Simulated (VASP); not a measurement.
The system is C.

```xyz
1
Lattice="4.2552 0.0000 0.0000 0.0000 4.2552 0.0000 0.0000 0.0000 1.2823" Properties=species:S:1:pos:R:3 pbc="T T T"
C     2.1276    2.1276    0.6411
```

The cell was built by a generator and needn't be a form met in nature.

```yaml
Program: VASP 6.6.1
Task: relaxation of cell and atoms
Functional: PBE
Potentials_or_basis: VASP PAW PBE potentials, release 64 (C)
Cutoff: 600 eV
k_mesh: 6 × 6 × 20
Occupations: gaussian, width 0.05 eV
Spin: no spin polarisation
```

At the start: pressure -0.1 GPa; volume 23.22 Å³/atom.

How do energy, volume and symmetry change on relaxing?

Over 14 steps the energy falls by 32.2 meV/atom and the volume is 15.46 Å³/atom (-33.4 %); space group P4/mmm (No. 123, to 0.05 Å).

Step by step:
| step | energy change (eV) | largest force (eV/Å) | pressure (GPa) | volume (Å³) |
| --- | --- | --- | --- | --- |
| 1 | 0.0000 | 0.0000 | -0.08 | 23.22 |
| 2 | 0.0013 | 0.0000 | -2.10 | 23.18 |
| 3 | -0.0003 | 0.0000 | -0.68 | 23.21 |
| 4 | -0.0012 | 0.0000 | -0.72 | 22.97 |
| 5 | -0.0041 | 0.0000 | -0.70 | 22.26 |
| 6 | -0.0104 | 0.0000 | -0.91 | 20.89 |
| 7 | -0.0235 | 0.0000 | -0.63 | 18.27 |
| 8 | -0.0225 | 0.0000 | 1.05 | 13.56 |
| 9 | -0.0303 | 0.0000 | -0.42 | 16.57 |
| 10 | -0.0309 | 0.0000 | 0.26 | 14.68 |
| 11 | -0.0321 | 0.0000 | -0.15 | 15.62 |
| 12 | -0.0322 | 0.0000 | -0.04 | 15.46 |
| 13 | -0.0286 | 0.0000 | 3.21 | 15.45 |
| 14 | -0.0322 | 0.0000 | 0.03 | 15.46 |

Final structure:
```
C
1.0
     3.47163    0.00000    0.00000
     0.00000    3.47163    0.00000
     0.00000    0.00000    1.28292
C
1
Direct
  0.50000 0.50000 0.50000
```

Caveat: the volume moved by over 15 % at a fixed basis, so the end points are rough.
